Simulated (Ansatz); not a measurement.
Free-standing chains of the atoms of BiTe, named by their start (strip: triangular double chain, ladder: square double chain); atoms and period are relaxed, and energies count from relaxed bulk BiTe (Fm-3m, 34.37 Å³/atom, gap on the mesh 0.00 eV).

Computed with Ansatz 0.2.0, DFT PBE, scalar-relativistic, plane waves, PAW.

Plane waves to 420 eV, a k mesh through Γ of 1×1×11 on the computed 2-atom cell and Gaussian smearing (0.05 eV); collinear spin from starting moments 0.5 0.5 μB.

Start (linear chain):

```
CELL_PARAMETERS angstrom
9.00000 0.00000 0.00000
0.00000 9.30000 0.00000
0.00000 0.00000 5.85215
ATOMIC_POSITIONS crystal
Bi 0.50000 0.50000 0.00000
Te 0.50000 0.50000 0.50000
```

Task: Relax it.

Result: The free energy falls by 10 meV/atom.

```
excess energy (eV per host atom)                      : 0.885
period (Å)                                            : 5.732
gap on the mesh (eV)                                  : 0
highest filled level or Fermi level under vacuum (eV) : 4.76
size of the moment (μB per cell)                      : 0.45
```

Relaxed structure:
```xyz
2
Lattice="9.0000 0.0000 0.0000 0.0000 9.3000 0.0000 0.0000 0.0000 5.7318" Properties=species:S:1:pos:R:3 pbc="T T T"
Bi    4.5000    4.6500    0.0000
Te    4.5000    4.6500    2.8659
```

Spin-orbit coupling is left out, which matters for the bands of heavy elements.

Each run keeps its start's symmetry and one magnetic start, so lower states can exist.

The run took 32 s on 2 threads of Intel(R) Xeon(R) Platinum 8259CL CPU @ 2.50GHz (Skylake/Cascade Lake) (shared host), peak memory 0.76 GiB.